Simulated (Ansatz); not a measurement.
BaTe: the relaxed cell by functional

The starting cell is an entry of the Crystallography Open Database (1927):

```
Ba Te
1.0
     0.00000    3.41000    3.41000
     3.41000    0.00000    3.41000
     3.41000    3.41000    0.00000
Ba Te
1 1
Direct
  0.00000 0.00000 0.00000
  0.50000 0.50000 0.50000
```

Atoms and cell were relaxed at zero pressure with plane-wave PAW DFT (Ansatz 0.2.0; one set of PAW datasets, made under PBE, for all functionals; 420 eV, r2SCAN 500 eV; 8×8×8 Γ-centred mesh, fermi-dirac occupations of width 0.020 eV; no spin polarisation, no spin-orbit coupling, no dispersion correction), keeping the symmetry (Fm-3m, No. 225).

Problem. What cells and energies do LDA, PBEsol, PBE, r2SCAN give?

Solution. The relaxed conventional cells:

| functional | a (Å) | volume (Å³/atom) | formation energy (eV/atom) |
| --- | --- | --- | --- |
| LDA | 6.867 | 40.48 | -1.815 |
| PBEsol | 6.943 | 41.84 | -1.794 |
| PBE | 7.066 | 44.10 | -1.820 |
| r2SCAN | 7.063 | 44.05 | -2.123 |
| the entry | 6.820 | 39.65 | – |

LDA gives the smallest volume and PBE the largest, 8.9 % more, the usual order, since LDA overbinds and PBE's gradient terms loosen the lattice. Against the entry's volume: LDA +2.1 %, PBEsol +5.5 %, PBE +11.2 %, r2SCAN +11.1 %. No verdict is drawn from this: the entry is old or was flagged in a check, so the entry may be off as well as the functionals. The formation energies span 0.33 eV an atom, lowest under r2SCAN.

Caveats: each relaxation keeps the start's symmetry, so a distorted cell may lie lower; computed cells are at 0 K with fixed nuclei, while the entry holds thermal expansion, often some tenths of a per cent in volume and more in soft crystals; no spin-orbit coupling, which moves formation energies of heavy elements; an old entry, and the compound itself may be in doubt; the relaxed cell lies far from the entry, by an error of the functional or of the entry; formation energies are at zero smearing against the elements' usual phases under the same functional, gases as free molecules, uncorrected.
